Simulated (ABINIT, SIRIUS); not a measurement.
This is a calculation of CsSnI3 for ABINIT 10.8.3 (patched build). 

Contents of run.abi:

```
pp_dirpath "./"
pseudos "Cs.upf, I.upf, Sn.upf"

acell 6.2057 6.2057 6.2057 Angstrom
rprim
     1.0000000000     0.0000000000     0.0000000000
     0.0000000000     1.0000000000     0.0000000000
     0.0000000000     0.0000000000     1.0000000000
ntypat 3
znucl 55 53 50
natom 5
typat 1 2 2 2 3
xred
     0.0000000000     0.0000000000     0.0000000000
     0.5000000000     0.5000000000     0.0000000000
     0.5000000000     0.0000000000     0.5000000000
     0.0000000000     0.5000000000     0.5000000000
     0.5000000000     0.5000000000     0.5000000000

ecut 36.0

kptopt 1
ngkpt 5 5 5
nshiftk 1
shiftk 0.0 0.0 0.0

ixc -116133

nband 27
occopt 3
tsmear 0.00183747

nstep 100
tolvrs 1.0e-10

iomode 3
prtwf 0
prtden 0
prteig 0
prtebands 0
enunit 1
```

Potentials or basis: PseudoDojo NC SR PBEsol v0.4.1 standard.

Launch:

```bash
$ mpirun --bind-to none -np 4 abinit run.abi > log 2>&1
```

Set up the same calculation for SIRIUS 7.12.0. Potentials or basis there: PseudoDojo 0.4.1 PBEsol standard (scalar relativistic), cutoff 983 eV.

As run (cutoffs and basis follow the program's own potentials, and thresholds, step limits or extra output files can differ):

File sirius.json:

```json
{
  "control": {
    "processing_unit": "cpu",
    "verbosity": 2,
    "num_bands_to_print": 32,
    "print_forces": true,
    "print_stress": true
  },
  "parameters": {
    "electronic_structure_method": "pseudopotential",
    "xc_functionals": ["XC_GGA_X_PBE_SOL", "XC_GGA_C_PBE_SOL"],
    "gk_cutoff": 8.5,
    "pw_cutoff": 17.0,
    "ngridk": [5, 5, 5],
    "shiftk": [0, 0, 0],
    "smearing": "fermi_dirac",
    "smearing_width": 0.0018374661,
    "num_bands": 32,
    "num_mag_dims": 0,
    "num_dft_iter": 100,
    "energy_tol": 1e-08,
    "density_tol": 1e-06
  },
  "iterative_solver": {
    "type": "davidson",
    "min_tolerance": 1e-10
  },
  "mixer": {
    "type": "anderson",
    "beta": 0.7,
    "max_history": 8
  },
  "settings": {
    "tol_ne": 1e-10,
    "pseudo_grid_cutoff": 6.5
  },
  "unit_cell": {
    "lattice_vectors": [
      [1.0, 0.0, 0.0],
      [0.0, 1.0, 0.0],
      [0.0, 0.0, 1.0]
    ],
    "lattice_vectors_scale": 11.7270734116,
    "atom_coordinate_units": "lattice",
    "atom_types": ["Cs", "I", "Sn"],
    "atom_files": {
      "Cs": "Cs.json",
      "I": "I.json",
      "Sn": "Sn.json"
    },
    "atoms": {
      "Cs": [
        [0.0, 0.0, 0.0]
      ],
      "I": [
        [0.5, 0.5, 0.0],
        [0.5, 0.0, 0.5],
        [0.0, 0.5, 0.5]
      ],
      "Sn": [
        [0.5, 0.5, 0.5]
      ]
    }
  }
}
```

Potentials or basis: PseudoDojo 0.4.1 PBEsol standard (scalar relativistic).

Launch:

```console
$ upf_to_json Cs.upf
$ upf_to_json I.upf
$ upf_to_json Sn.upf
$ OMP_NUM_THREADS=1 sirius.scf --input=sirius.json --output=out.json --task=0
```

Both were run:

|  | ABINIT | SIRIUS |
| --- | --- | --- |
| Pressure | -0.7 GPa | -0.7 GPa |

Pressure is positive in compression.
